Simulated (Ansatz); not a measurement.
The system is BP.

```
P B
1.0
     0.00000    2.26900    2.26900
     2.26900    0.00000    2.26900
     2.26900    2.26900    0.00000
P B
1 1
Direct
  0.75000 0.75000 0.75000
  0.00000 0.00000 0.00000
```

| Property | Result |
| --- | --- |
| Program | Ansatz 0.2.0 |
| Task | relaxation of cell and atoms |
| Functional | revPBE |
| Dispersion | D4 |
| Potentials or basis | Ansatz PAW |
| Cutoff | 420 eV (not typed: the program's choice for these potentials) |
| k mesh | 10 × 10 × 10 |
| Occupations | fermi-dirac, width 0.05 eV |
| Spin | no spin polarisation |

At the start: volume 11.68 Å³/atom.

**Question.** How do energy, volume and symmetry change on relaxing?

**Answer.** It ends after 5 steps and the volume is 11.17 Å³/atom (-4.4 %); space group F-43m (No. 216, to 0.05 Å).

The path:
| step | energy change (eV) | largest force (eV/Å) | volume (Å³) |
| --- | --- | --- | --- |
| 1 | 0.0000 | 0.0000 | 23.36 |
| 2 | -0.0199 | 0.0000 | 22.79 |
| 3 | -0.0254 | 0.0000 | 22.30 |
| 4 | -0.0254 | 0.0000 | 22.33 |
| 5 | -0.0248 | 0.0000 | 22.33 |

Final structure:
```
P B
1.0
     0.00000    2.23507    2.23507
     2.23507    0.00000    2.23507
     2.23507    2.23507    0.00000
P B
1 1
Direct
  0.75000 0.75000 0.75000
  0.00000 0.00000 0.00000
```

Caveat: the plane-wave basis is chosen anew once the cell has moved, so the energies of steps on either side of that aren't comparable; the PAW data sets come from PBE, with cores solved anew for the run's functional, which leaves a small shift of forces and pressure.
